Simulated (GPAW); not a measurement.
# BaTiO3 (P4mm) in GPAW: settings compared

One crystal, BaTiO3, is run at these levels: BLYP, LDA, vdW-DF2, PBEint; tasks: band structure, equation of state.

All numbers are computed with GPAW 26.7.0; they aren't measurements. Logs are shortened: lines on timing, memory, paths and dates and some standing lists are left out, and cuts for length are marked. The log counts tension as positive stress, the text compression.

## (1) The structure

It takes space group P4mm (No. 99, tetragonal). The conventional cell has a = 4.000 Å, b = 4.000 Å, c = 4.018 Å, α = 90.00°, β = 90.00°, γ = 90.00°. Around Ba (site symmetry 4mm) lie 12 O at 2.79 to 2.88 Å. Ti (site symmetry 4mm) has 6 O at 1.89 to 2.13 Å as nearest neighbours. Around O (site symmetry 2mm) lie 2 Ti at 2.00 Å. O (site symmetry 4mm) has 2 Ti at 1.89 to 2.13 Å as nearest neighbours.

## (2) Band structure, BLYP, spin-orbit coupling, no magnetisation

run.py

```python
import numpy as np
from ase.dft.bandgap import bandgap
from ase.io import write
from ase.spacegroup import crystal
from ase.units import GPa
from gpaw import GPAW, PW, setup_paths
from gpaw.spinorbit import soc_eigenstates

setup_paths.insert(0, '.')

# Ba 1a
# Ti 1b
# O 2c
# O 1b
atoms = crystal(['Ba', 'Ti', 'O', 'O'],
                basis=[[0.0, 0.0, 0.0],
                       [0.5, 0.5, 0.49],
                       [0.0, 0.5, 0.517],
                       [0.5, 0.5, 0.019]],
                spacegroup=99, setting=1,  # P4mm
                cellpar=[3.9998, 3.9998, 4.018, 90.0, 90.0, 90.0],
                primitive_cell=True)

calc = GPAW(mode=PW(800),
            xc='BLYP',
            kpts={'size': (4, 4, 4), 'gamma': True},
            occupations={'name': 'fermi-dirac', 'width': 0.05},
            nbands=36,
            convergence={'density': 1e-05, 'energy': 1e-05},
            eigensolver='davidson',
            maxiter=150,
            txt='gpaw.txt')
atoms.calc = calc
energy = atoms.get_potential_energy()
forces = atoms.get_forces()
stress = atoms.get_stress()
calc.write('gs.gpw')
write('result.traj', atoms)
print(f'Energy: {energy:.6f} eV')
print('Forces (eV/A):')
print(forces.round(4))
print('Stress (GPa):', (stress / GPa).round(3))
print('Fermi level:', round(calc.get_fermi_level(), 4), 'eV')
print(f'Gap: {bandgap(calc)[0]:.4f} eV, direct: {bandgap(calc, direct=True)[0]:.4f} eV')

path = atoms.cell.bandpath('GXMGZRAZ,XR,MA', npoints=80, eps=1e-4)
bs_calc = calc.fixed_density(kpts=path, symmetry='off', nbands=53,
                             convergence={'bands': 'CBM+6.0', 'eigenstates': 1e-6}, txt='bands.txt')
bs = bs_calc.band_structure()
bs.write('bs.json')
print(f'Gap on the path: {bandgap(bs_calc)[0]:.4f} eV')

soc = soc_eigenstates(bs_calc, theta=90, phi=0)
np.savetxt('soc_bands.dat', soc.eigenvalues(), fmt='%.4f')
mesh = soc_eigenstates('gs.gpw', theta=90, phi=0)
np.savetxt('soc_mesh.dat', mesh.eigenvalues(), fmt='%.4f')
print('Fermi level with spin-orbit coupling:', round(mesh.fermi_level, 4), 'eV')
```

Potentials or basis: PAW data sets generated in the run's folder for this functional, pw.

Launch:

```console
$ gpaw-setup -f BLYP Ba O Ti
$ OMP_NUM_THREADS=1 python run.py
```

gpaw.txt:

```text
__  _  _
 | _ |_)|_||  |
 |__||  | ||/\| - 26.7.0

Input parameters:
  mode=PW(ecut=800.0),
  convergence={'density': 1e-05, 'energy': 1e-05},
  eigensolver=Davidson(niter=2),
  kpts=MonkhorstPack(size=(4, 4, 4), gamma=True),
  maxiter=150,
  nbands=36,
  occupations=Occupations(name='fermi-dirac', width=0.05),
  xc=XC(name='BLYP')

Diagonalizing LCAO Hamiltonian
Converting LCAO to pw mode
   .---------.
  /|         |
 * |         |
 |O|         |
 | |  OTi    |
 | .---------.
 |/    O    /
 Ba--------*

Atoms  # Å, Bohr magnetons
|   | symbol |        x |        y |        z |    initial magnetic moments |
|---|--------|----------|----------|----------|-----------------------------|
| 0 |     Ba | 0.000000 | 0.000000 | 0.000000 | ( 0.0000,  0.0000,  0.0000) |
| 1 |     Ti | 1.999900 | 1.999900 | 1.968820 | ( 0.0000,  0.0000,  0.0000) |
| 2 |      O | 0.000000 | 1.999900 | 2.077306 | ( 0.0000,  0.0000,  0.0000) |
| 3 |      O | 1.999900 | 0.000000 | 2.077306 | ( 0.0000,  0.0000,  0.0000) |
| 4 |      O | 1.999900 | 1.999900 | 0.076342 | ( 0.0000,  0.0000,  0.0000) |

Unit cell  # Å
| periodic |        x |        y |        z |  lengths |    angles |
|----------|----------|----------|----------|----------|-----------|
|      yes | 3.999800 | 0.000000 | 0.000000 | 3.999800 | 90.000000 |
|      yes | 0.000000 | 3.999800 | 0.000000 | 3.999800 | 90.000000 |
|      yes | 0.000000 | 0.000000 | 4.018000 | 4.018000 | 90.000000 |

Number of symmetries: 8
Symmetry operations  # r_c * U_cc + t_c -> r_c
|   | kind |            matrix            |
|---|------|------------------------------|
| 0 |  E   |  1, 0, 0,  0, 1, 0,  0, 0, 1 |
| 1 |  σ   |  1, 0, 0,  0,-1, 0,  0, 0, 1 |
| 2 |  σ   |  0, 1, 0,  1, 0, 0,  0, 0, 1 |
| 3 |  C4  |  0, 1, 0, -1, 0, 0,  0, 0, 1 |
| 4 |  C4  |  0,-1, 0,  1, 0, 0,  0, 0, 1 |
| 5 |  σ   |  0,-1, 0, -1, 0, 0,  0, 0, 1 |
| 6 |  σ   | -1, 0, 0,  0, 1, 0,  0, 0, 1 |
| 7 |  C2  | -1, 0, 0,  0,-1, 0,  0, 0, 1 |

BZ-sampling:
  Number of BZ points: 64
  Number of IBZ points: 18

  Monkhorst-Pack size: [4, 4, 4]
  Monkhorst-Pack shift: [0.125, 0.125, 0.125]

K-points  # in reciprocal-cell coordinates
|     |                                coordinates |     weight |
|-----|--------------------------------------------|------------|
|   0 | (  0.00000000,   0.00000000,   0.00000000) | 0.01562500 |
|   1 | (  0.00000000,   0.00000000,   0.25000000) | 0.03125000 |
|   2 | (  0.00000000,   0.00000000,   0.50000000) | 0.01562500 |
|   3 | (  0.25000000,   0.00000000,   0.00000000) | 0.06250000 |
|   4 | (  0.25000000,   0.00000000,   0.25000000) | 0.12500000 |
|   5 | (  0.25000000,   0.00000000,   0.50000000) | 0.06250000 |
|   6 | (  0.25000000,   0.25000000,   0.00000000) | 0.06250000 |
|   7 | (  0.25000000,   0.25000000,   0.25000000) | 0.12500000 |
|   8 | (  0.25000000,   0.25000000,   0.50000000) | 0.06250000 |
|   9 | (  0.50000000,   0.00000000,   0.00000000) | 0.03125000 |
| ... |                                            |            |
|  17 | (  0.50000000,   0.50000000,   0.50000000) | 0.01562500 |

Plane wave coefficients: 3328
Cutoff: 800.0 eV

Spin-components: 1 (collinear spins)
Bands:           36
Projectors:      27
Spin-degeneracy: 2
Datatype:        complex128

Parallelization:
  kpt:    1
  domain: 1
  band:   1

Density:
  Valence electrons: 40.0
  Components: 1
  Grid points: [27 27 27]
  Charge: 0.0  # |e|

Potential:
  Grid points: [27 27 27]

species:
  Ba:
    name:    Barium
    Z:       56.0
    valence: 10
    core:    46
    charge:  0.0  # [|e|]
    compensation charges:
      type: gauss
      rc: 0.37  # [Å]
      lmax: 2
    cutoffs:
      filter: 2.06  # [Å]
      core: 2.33  # [Å]
    projectors
    | kind |    occ | energy [eV] | rcut [Å] |
    |------|--------|-------------|----------|
    |   5s |  2.000 |     -33.387 |    1.164 |
    |   6s |  2.000 |      -3.070 |    1.164 |
    |   5p |  6.000 |     -18.462 |    1.164 |
    |    p |        |       0.000 |    1.164 |
    |    d |        |       0.000 |    1.164 |
    |    d |        |      27.211 |    1.164 |

    Using partial waves for Ba as LCAO basis

  Ti:
    name:    Titanium
    Z:       22.0
    valence: 12
    core:    10
    charge:  0.0  # [|e|]
    compensation charges:
      type: gauss
      rc: 0.38  # [Å]
      lmax: 2
    cutoffs:
      filter: 2.23  # [Å]
      core: 1.02  # [Å]
    projectors
    | kind |    occ | energy [eV] | rcut [Å] |
    |------|--------|-------------|----------|
    |   3s |  2.000 |     -62.322 |    1.270 |
    |   4s |  2.000 |      -4.336 |    1.270 |
    |   3p |  6.000 |     -38.633 |    1.058 |
    |   4p |  0.000 |      -1.339 |    1.058 |
    |   3d |  2.000 |      -4.136 |    1.058 |
    |    d |        |      23.076 |    1.058 |

    Using partial waves for Ti as LCAO basis

  O:
    name:    Oxygen
    Z:       8.0
    valence: 6
    core:    2
    charge:  0.0  # [|e|]
    compensation charges:
      type: gauss
      rc: 0.21  # [Å]
      lmax: 2
    cutoffs:
      filter: 1.17  # [Å]
      core: 0.83  # [Å]
    projectors
    | kind |    occ | energy [eV] | rcut [Å] |
    |------|--------|-------------|----------|
    |   2s |  2.000 |     -23.831 |    0.688 |
    |   2p |  4.000 |      -9.023 |    0.598 |
    |    s |        |       3.380 |    0.688 |
    |    p |        |      18.189 |    0.598 |
    |    d |        |       0.000 |    0.619 |

    Using partial waves for O as LCAO basis

Reference energy: -250657.637965  # eV

eigensolver:
  Davidson
  Converge bands: occupied
  niter=2

density mixing:
  MSR1-Mixer
  Pratt-step length: 0.05
  Maximum mixing coefficient: 0.75
  Old densities: 10
  SVD Regularization: 0.005
  Good broyden scale: 1.0
  Trust region scale: 1.0
  Backstep threshold: 4.0
  History deletion threshold: 6.0
  Fourier metric: weight=20.0, sigma=0.015

occupation numbers:
  Fermi-Dirac:
    width: 0.0500  # eV

poisson solver:
  ecut: 6400.0  # eV

xc functional:
  name: BLYP with 2 nearest neighbor stencil

convergence criteria:
- Maximum integral of absolute [dens]ity change: 1e-05 electrons / valence electron
- Maximum [total energy] change in last 3 cyles: 1e-05 eV / valence electron
- Maximum integral of absolute [eigenst]ate change: 4e-08 eV^2 / valence electron
maximum number of iterations: 150

SCF iterations
|iter     | |      energy | eigst |  dens |
|---------|-|-------------|-------|-------|
|iter:   1| |  -43.707199 | +0.04 |       |
|iter:   2| |  -41.632992 | -1.34 | -0.84 |
|iter:   3| |  -37.833634 | -0.94 | -0.91 |
|iter:   4| |  -37.534580 | -2.14 | -1.39 |
|iter:   5| |  -37.467568 | -2.91 | -1.57 |
|iter:   6| |  -37.473052 | -3.43 | -1.91 |
|iter:   7| |  -37.472673 | -4.47 | -2.71 |
|iter:   8| |  -37.472563 | -5.01 | -3.00 |
|iter:   9| |  -37.472573c| -5.71 | -3.45 |
|iter:  10| |  -37.472572c| -6.91 | -3.98 |
|iter:  11| |  -37.472572c| -8.06c| -4.60 |
|iter:  12| |  -37.472572c| -8.73c| -5.15c|

Converged in 12 steps
Energy contributions relative to reference atoms: (reference = -250657.637965)

Energy contributions:
  Kinetic:          56.431471
  Coulomb:         -56.782040
  Zero:              0.581924
  External:          0.000000
  Xc:              -37.703927
  Entropy:          -0.000000
  Spinorbit:         0.000000
  ----------------------------
  Free energy:     -37.472572
  Extrapolated:    -37.472572

dipole moment: (-35.365925, -35.365925, -33.831640)  # |e|*Ang

Fermi level: 8.944
Eigenvalues  # (at kpt = [0.000, 0.000, 0.000])
| band index |      eig [eV] | occ [0-2] |
|------------|---------------|-----------|
|          0 |       -48.472 |     2.000 |
|        ... |               |           |
|         12 |         5.740 |     2.000 |
|         13 |         5.740 |     2.000 |
|         14 |         6.798 |     2.000 |
|         15 |         6.798 |     2.000 |
|         16 |         6.889 |     2.000 |
|         17 |         7.718 |     2.000 |
[... 8 lines left out ...]
|         26 |        13.289 |     0.000 |
|         27 |        15.629 |     0.000 |
|        ... |               |           |
|         35 |        28.412 |     0.000 |

Gap: 1.834 eV
Transition (v -> c):
  (s=0, k=17, n=19, [0.50, 0.50, 0.50]) -> (s=0, k=0, n=20, [0.00, 0.00, 0.00])
Direct/indirect transitions are different
Direct gap: 2.109 eV
Transition at: (s=0, k=0, n=19, [0.00, 0.00, 0.00])

Forces  # eV/Ang
|        x |       y |        z |
|----------|---------|----------|
|  0.00000 | 0.00000 |  0.06762 |  # Ba   0
|  0.00000 | 0.00000 | -0.17473 |  # Ti   1
| -0.00000 | 0.00000 | -0.08722 |  # O    2
|  0.00000 | 0.00000 | -0.08722 |  # O    3
|  0.00000 | 0.00000 |  0.28174 |  # O    4

Stress tensor  # eV/Ang^3
|         x |         y |         z |
|-----------|-----------|-----------|
| -0.055323 |  0.000000 |  0.000000 |
|  0.000000 | -0.055323 |  0.000000 |
|  0.000000 |  0.000000 | -0.061137 |

# Writing to gs.gpw (mode='')
```

Run time: 87 s. Hardware: 1 thread of Intel Xeon 6975P-C (Granite Rapids), shared host; peak memory 0.6 GiB.

Results:

```yaml
Free_energy: -37.4726 eV
Pressure: 9.2 GPa
Largest_force: 0.282 eV/Å
Band_gap_on_the_k_mesh: 1.83 eV, indirect (least direct gap 2.05 eV)
Band_gap_along_the_path: 1.83 eV, indirect (least direct gap 2.06 eV)
```

Forces on the atoms (eV/Å):
```
Ba   0.000  0.000  0.068
Ti   0.000  0.000 -0.175
O    0.000  0.000 -0.087
O    0.000  0.000 -0.087
O    0.000  0.000  0.282
```

Levels at the corners of the path, in eV from the valence-band top:
```
point  band 36  band 37  band 38  band 39  band 40  band 41  band 42  band 43  band 44  band 45
    Γ    -0.37    -0.23    -0.23    -0.22    -0.22     1.83     1.83     2.03     2.03     2.06
    X    -1.66    -0.92    -0.92    -0.82    -0.82     2.16     2.16     3.48     3.48     3.53
    M    -1.02    -0.86    -0.86    -0.08    -0.08     3.52     3.52     3.54     3.54     3.93
    Γ    -0.37    -0.23    -0.23    -0.22    -0.22     1.83     1.83     2.03     2.03     2.06
    Z    -1.83    -0.70    -0.70    -0.66    -0.66     1.97     1.97     3.54     3.54     3.56
    R    -0.94    -0.79    -0.79    -0.16    -0.16     3.51     3.51     3.56     3.56     3.92
    A    -0.09    -0.08    -0.08     0.00     0.00     4.15     4.15     4.15     4.15     4.16
    Z    -1.83    -0.70    -0.70    -0.66    -0.66     1.97     1.97     3.54     3.54     3.56
    X    -1.66    -0.92    -0.92    -0.82    -0.82     2.16     2.16     3.48     3.48     3.53
    R    -0.94    -0.79    -0.79    -0.16    -0.16     3.51     3.51     3.56     3.56     3.92
    M    -1.02    -0.86    -0.86    -0.08    -0.08     3.52     3.52     3.54     3.54     3.93
    A    -0.09    -0.08    -0.08     0.00     0.00     4.15     4.15     4.15     4.15     4.16
```

Caveat: the k mesh is coarse; spin-orbit coupling was added after a scalar SCF, so levels and gaps hold it while energy, forces, pressure and moments don't; this program's spin-orbit splittings come out too wide for heavy elements. BLYP gaps usually lie below the measured ones, often by a third to a half.

## (3) Band structure, LDA, spin-orbit coupling, no magnetisation

run.py

```python
import numpy as np
from ase.dft.bandgap import bandgap
from ase.io import read, write
from ase.units import GPa
from gpaw import GPAW, PW
from gpaw.spinorbit import soc_eigenstates

atoms = read('BaTiO3.cif')

calc = GPAW(mode=PW(800),
            xc='LDA',
            kpts={'size': (4, 4, 4), 'gamma': True},
            occupations={'name': 'fermi-dirac', 'width': 0.05},
            nbands=36,
            convergence={'density': 1e-05, 'energy': 1e-05},
            maxiter=150,
            txt='gpaw.txt')
atoms.calc = calc
energy = atoms.get_potential_energy()
forces = atoms.get_forces()
stress = atoms.get_stress()
calc.write('gs.gpw')
write('result.traj', atoms)
print(f'Energy: {energy:.6f} eV')
print('Forces (eV/A):')
print(forces.round(4))
print('Stress (GPa):', (stress / GPa).round(3))
print('Fermi level:', round(calc.get_fermi_level(), 4), 'eV')
print(f'Gap: {bandgap(calc)[0]:.4f} eV, direct: {bandgap(calc, direct=True)[0]:.4f} eV')

path = atoms.cell.bandpath('GXMGZRAZ,XR,MA', npoints=60, eps=1e-4)
bs_calc = calc.fixed_density(kpts=path, symmetry='off', nbands=53,
                             convergence={'bands': 'CBM+6.0', 'eigenstates': 1e-6}, txt='bands.txt')
bs = bs_calc.band_structure()
bs.write('bs.json')
print(f'Gap on the path: {bandgap(bs_calc)[0]:.4f} eV')

soc = soc_eigenstates(bs_calc, theta=54.7, phi=45)
np.savetxt('soc_bands.dat', soc.eigenvalues(), fmt='%.4f')
mesh = soc_eigenstates('gs.gpw', theta=54.7, phi=45)
np.savetxt('soc_mesh.dat', mesh.eigenvalues(), fmt='%.4f')
print('Fermi level with spin-orbit coupling:', round(mesh.fermi_level, 4), 'eV')
```

BaTiO3.cif

```cif
data_BaTiO3
_cell_length_a 3.99980000
_cell_length_b 3.99980000
_cell_length_c 4.01800000
_cell_angle_alpha 90.00000000
_cell_angle_beta 90.00000000
_cell_angle_gamma 90.00000000
_space_group_name_H-M_alt 'P1'
_space_group_name_Hall 'P 1'
_space_group_IT_number 1
loop_
_space_group_symop_operation_xyz
'x,y,z'
loop_
_atom_site_label
_atom_site_type_symbol
_atom_site_symmetry_multiplicity
_atom_site_Wyckoff_symbol
_atom_site_fract_x
_atom_site_fract_y
_atom_site_fract_z
_atom_site_occupancy
Ba1 Ba 1 a 0.0000000000 0.0000000000 0.0000000000 1
Ti1 Ti 1 a 0.5000000000 0.5000000000 0.4900000000 1
O1 O 1 a 0.0000000000 0.5000000000 0.5170000000 1
O2 O 1 a 0.5000000000 0.0000000000 0.5170000000 1
O3 O 1 a 0.5000000000 0.5000000000 0.0190000000 1
```

Potentials or basis: the program's PAW data sets (release 1.2.1) made for this functional, pw.

Launch:

```console
$ OMP_NUM_THREADS=1 python run.py
```

Run time: 77 s. Hardware: 1 thread of Intel Xeon 6975P-C (Granite Rapids), shared host; peak memory 0.5 GiB.

Results (log left out):

```yaml
Free_energy: -43.7807 eV
Pressure: -7.2 GPa
Largest_force: 0.419 eV/Å
Band_gap_on_the_k_mesh: 1.71 eV, indirect (least direct gap 1.94 eV)
Band_gap_along_the_path: 1.71 eV, indirect (least direct gap 1.94 eV)
```

Forces in eV/Å, atoms in the order of the input:
```
Ba   0.000  0.000  0.020
Ti   0.000  0.000 -0.264
O    0.000  0.000 -0.088
O    0.000  0.000 -0.088
O    0.000  0.000  0.419
```

Stress tensor (GPa, compression positive):
```
-7.48  0.00  0.00
 0.00 -7.48  0.00
 0.00  0.00 -6.53
```

Levels at the corners of the path, in eV from the valence-band top:
| point | band 36 | band 37 | band 38 | band 39 | band 40 | band 41 | band 42 | band 43 | band 44 | band 45 |
| --- | --- | --- | --- | --- | --- | --- | --- | --- | --- | --- |
| Γ | -0.38 | -0.23 | -0.23 | -0.23 | -0.23 | 1.71 | 1.71 | 1.92 | 1.92 | 1.95 |
| X | -1.72 | -0.95 | -0.95 | -0.83 | -0.83 | 2.07 | 2.07 | 3.48 | 3.48 | 3.52 |
| M | -1.04 | -0.87 | -0.87 | -0.08 | -0.08 | 3.52 | 3.52 | 3.54 | 3.54 | 3.92 |
| Γ | -0.38 | -0.23 | -0.23 | -0.23 | -0.23 | 1.71 | 1.71 | 1.92 | 1.92 | 1.95 |
| Z | -1.89 | -0.72 | -0.72 | -0.68 | -0.68 | 1.87 | 1.87 | 3.53 | 3.53 | 3.56 |
| R | -0.97 | -0.80 | -0.80 | -0.16 | -0.16 | 3.50 | 3.50 | 3.56 | 3.56 | 3.91 |
| A | -0.09 | -0.08 | -0.08 | 0.00 | 0.00 | 4.17 | 4.17 | 4.17 | 4.17 | 4.17 |
| Z | -1.89 | -0.72 | -0.72 | -0.68 | -0.68 | 1.87 | 1.87 | 3.53 | 3.53 | 3.56 |
| X | -1.72 | -0.95 | -0.95 | -0.83 | -0.83 | 2.07 | 2.07 | 3.48 | 3.48 | 3.52 |
| R | -0.97 | -0.80 | -0.80 | -0.16 | -0.16 | 3.50 | 3.50 | 3.56 | 3.56 | 3.91 |
| M | -1.04 | -0.87 | -0.87 | -0.08 | -0.08 | 3.52 | 3.52 | 3.54 | 3.54 | 3.92 |
| A | -0.09 | -0.08 | -0.08 | 0.00 | 0.00 | 4.17 | 4.17 | 4.17 | 4.17 | 4.17 |

Caveat: the k mesh is coarse; spin-orbit coupling was added after a scalar SCF, so levels and gaps hold it while energy, forces, pressure and moments don't; this program's spin-orbit splittings come out too wide for heavy elements. Expect the measured gap to be larger: semilocal functionals such as LDA lack the derivative discontinuity.

[end of part 1 of 2]
